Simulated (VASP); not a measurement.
Here is a VASP 6.6.1 calculation.

File INCAR:

```
SYSTEM = ZnO
ALGO     = Normal         ! electronic algorithm
EDIFF    = 1E-8           ! SCF threshold, eV
EDIFFG   = -5E-4          ! ionic threshold
ENCUT    = 520            ! plane-wave cutoff, eV
GGA      = CA             ! functional
IBRION   = 2              ! ionic algorithm
ISIF     = 2              ! what is computed and relaxed
ISMEAR   = 0              ! smearing method
LASPH    = .TRUE.         ! aspherical terms in the spheres
LCHARG   = .FALSE.        ! write CHGCAR
LREAL    = .FALSE.        ! projectors in reciprocal space
LWAVE    = .FALSE.        ! write WAVECAR
NELM     = 80             ! most SCF steps
NSW      = 60             ! ionic steps
PREC     = Accurate       ! precision mode
SIGMA    = 0.02           ! smearing width, eV
```

Contents of KPOINTS:

```
k-points
0
G
  8 8 5
  0 0 0
```

The input POSCAR:

```
ZnO
1.0
    3.2564196100      0.0000000000      0.0000000000
   -1.6282098000      2.8201421100      0.0000000000
    0.0000000000      0.0000000000      5.1675365900
Zn O
2 2
Direct
    0.3333333333      0.6666666667      0.0000000000
    0.6666666667      0.3333333333      0.5000000000
    0.3333333333      0.6666666667      0.3821000000
    0.6666666667      0.3333333333      0.8821000000
```

Potentials or basis: VASP PAW LDA potentials, release 64 (Zn, O).

Command:

```console
$ cat potpaw_LDA.64/Zn/POTCAR potpaw_LDA.64/O/POTCAR > POTCAR
$ mpirun -np 1 vasp_std > vasp.out
```

Problem. Predict the band gap on the k mesh.

Solution. 0.76 eV, direct.

Problem. Predict the energy gained by relaxing.

Solution. 0.0 meV/atom.

Final structure:
```
Zn O
1.0
     3.25642    0.00000    0.00000
    -1.62821    2.82014    0.00000
     0.00000    0.00000    5.16754
Zn O
2 2
Direct
  0.33333 0.66667 0.99950
  0.66667 0.33333 0.49950
  0.33333 0.66667 0.38260
  0.66667 0.33333 0.88260
```

**What was measured.**

“Electronic structure of alkaline earth and post-transition metal oxides”, 2009, arxiv:0908.1581 quotes, for a bulk crystal of ZnO: band gap 3.37 eV.

Measured gap of ZnO: 3.37 eV (quoted in “Electronic structure of alkaline earth and post-transition metal oxides”, 2009, arxiv:0908.1581). This calculation gives 0.76 eV (-2.61 eV). So large a miss can be the level of theory's own, or it may mean another phase, state or a wrong row. The value is that of LDA, without temperature or zero-point motion. Semilocal functionals fall short of measured gaps as a rule.
